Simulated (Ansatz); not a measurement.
Elastic constants of SiC at 22 GPa (stress–strain coefficients): input and output

Theory: Ansatz, DFT PBE, scalar-relativistic, plane waves, PAW.

Launched with:
```bash
ansatz run input.yaml --threads 1 --pin off --max-ram 3072MiB --backend cpu --events-out ev --progress --plain --runs-dir out
```

Input (bare energies are in eV):
```yaml
crystal:
  lattice:
    - [3.0043591517, 0.0, 0.0]
    - [-1.5021795758, 2.6018513475, 0.0]
    - [0.0, 0.0, 4.9266059155]
  atoms:
    - { symbol: Si, position: [0.3333333333, 0.6666666667, 0.0046000658] }
    - { symbol: Si, position: [0.6666666667, 0.3333333333, 0.5046000658] }
    - { symbol: C, position: [0.3333333333, 0.6666666667, 0.3803999342] }
    - { symbol: C, position: [0.6666666667, 0.3333333333, 0.8803999342] }
basis:
  ecutwfc: 420
kpoints:
  mp_grid: { grid: [12, 12, 6] }
hamiltonian:
  xc: pbe
scf:
  occupations: { method: fixed }
output:
  forces: true
  stress: true
  eigenvalues: true
  polarization: {}
elastic:
  mode: relaxed_ion
  stencil: two_point
```

From the output:
```
--- Elastic constants: 3 strain directions × 2 members + reference (group order 12) ---
  dense FFT box of the reference and of every strained cell: 24×24×36
  strains applied: 11, 33, 23; error gains: componentwise 1.00 (the most a stress slope's error grows in a printed constant), spectral 1.41 (1 for all six strains in a standard setting)
  reference relaxed by the batch: 3 steps; max|allowed force component| 1.47e-4 eV/Å at the deck's positions, 1.26e-8 at the last accepted step, 1.29e-8 by the solve of record
  largest displacement 3.5e-6 Å; the constants are those of the deck's cell at these positions:
  atoms:
    - { symbol: Si, position: [0.3333333333333334, 0.6666666666666666, 0.004600772484894039] }
    - { symbol: Si, position: [0.6666666666666667, 0.3333333333333333, 0.504600772484894] }
    - { symbol: C, position: [0.3333333333333334, 0.6666666666666666, 0.3803992275151059] }
    - { symbol: C, position: [0.6666666666666667, 0.3333333333333333, 0.8803992275151059] }
  C = ∂σ_k/∂η_j (tension-positive GPa; Voigt order 11 22 33 23 13 12):
       599.737    179.252    112.613     -0.000      0.000      0.000
       179.252    599.737    112.613      0.000      0.000      0.000
       112.592    112.592    650.093      0.000      0.000     -0.000
         0.000     -0.000      0.000    157.124     -0.000      0.000
        -0.000      0.000      0.000     -0.000    157.124      0.000
         0.000      0.000      0.000      0.000      0.000    210.243
  reference stress σ⁰ (GPa):    -22.000    -22.000    -21.998     -0.000     -0.000      0.000
  C* (energy form; C + prestress term) asymmetry max|C*_kj − C*_jk| = 1.845e-2 GPa — a small one proves nothing (zero by symmetry where the batch's group is 432, −43m or m−3m); a large one is finite-difference/SCF noise where every solve ...
  moduli (Voigt/Reuss/Hill, GPa): K = 295.39/295.35/295.37   G = 201.24/192.86/197.05   E = 483.60   ν = 0.227
  mechanically stable: yes (min eigenvalue of sym C = 157.12 GPa)
  e, the proper piezoelectric tensor (elastic.mode: relaxed_ion; C/m²; rows x y z; Voigt order 11 22 33 23 13 12):
       0.00000   -0.00000   -0.00000   -0.00000   -0.23364    0.00000
      -0.00000    0.00000    0.00000   -0.23364   -0.00000   -0.00000
      -0.43347   -0.43347    0.97338    0.00000    0.00000    0.00000
  ±, each entry's uncertainty from the finite density of the strings (C/m²), an estimate: the size of the correction for it that the entry includes:
       0.00000    0.00000    0.00000    0.00000    0.00408    0.00000
       0.00000    0.00000    0.00000    0.00408    0.00000    0.00000
       0.00131    0.00131    0.00582    0.00000    0.00000    0.00000
  the group's symmetry takes up to 6.6e-7 C/m² out of the measured responses: error of the strings' finite density and of the mesh across them, as far as it breaks the symmetry (raise kpoints.mp_grid and any string_points); the largest step ...
  strain η (Voigt 11):  stress-route row diagonal C_11 = 599.74 GPa, energy-path curvature d²(F+E_count+ΔE)/dδ²/Ω₀ = 599.69 GPa
         δ    σ_11 (GPa) F (eV) n_scf n_hpsi n_pw
    -2.000e-3     -23.2044       -1774.0743396      10   41546    768   relax 5 steps, max|allowed force component| 1.09e-5 eV/Å
     2.000e-3     -20.8054       -1774.0954830      10   41791    770   relax 5 steps, max|allowed force component| 1.83e-7 eV/Å
  strain η (Voigt 33):  stress-route row diagonal C_33 = 650.09 GPa, energy-path curvature d²(F+E_count+ΔE)/dδ²/Ω₀ = 649.98 GPa
         δ    σ_33 (GPa) F (eV) n_scf n_hpsi n_pw
    -2.000e-3     -23.3013       -1774.0743454      10   18434    768   relax 4 steps, max|allowed force component| 4.88e-5 eV/Å
     2.000e-3     -20.7009       -1774.0954551      10   18388    770   relax 4 steps, max|allowed force component| 8.53e-6 eV/Å
  strain η (Voigt 23):  stress-route row diagonal C_44 = 157.12 GPa, energy-path curvature d²(F+E_count+ΔE)/dδ²/Ω₀ = 168.11 GPa
         δ    σ_23 (GPa) F (eV) n_scf n_hpsi n_pw
    -2.000e-3      -0.3142       -1774.0851249      10   58756    769   relax 3 steps, max|allowed force component| 1.62e-5 eV/Å
     2.000e-3       0.3142       -1774.0851249      10   58763    769   relax 3 steps, max|allowed force component| 1.63e-5 eV/Å
--- Formal polarisation (Berry phase): one branch of a lattice of values; only differences between neighbouring runs are physical ---
  axis mesh electronic ionic p = total spread (rad) least overlap resolved gap  δp at fixed H ≤   (phases in cycles; p mod 2; gap in eV; gap and δp judge the states as solved, not the mesh's step, its ...
  b1    12×12×6         0.00000000     8.00000000     8.00000000      0.000000         0.9521        4.1090           1.8e-6
  b2    12×12×6         0.00000000     8.00000000     8.00000000      0.000000         0.9521        4.1090           1.8e-6
  b3    12×12×6        -0.10562281     7.08000000     6.97437719      0.113075         0.9367        4.1090           9.1e-7
  quantum along a1:   0.15602698 e/Å² =   249.982775 µC/cm²
  quantum along a2:   0.15602698 e/Å² =   249.982775 µC/cm²
  quantum along a3:   0.25585604 e/Å² =   409.926562 µC/cm²
  P = (  0.31205395,   0.54049330,   0.89221825) e/Å² = (  499.965551,   865.965736,  1429.491233) µC/cm²  (mod the quanta)
```

Time: 3.9 min on 1 thread of Intel(R) Xeon(R) Platinum 8375C CPU @ 2.90GHz (Ice Lake) (shared host), peak memory 0.52 GiB.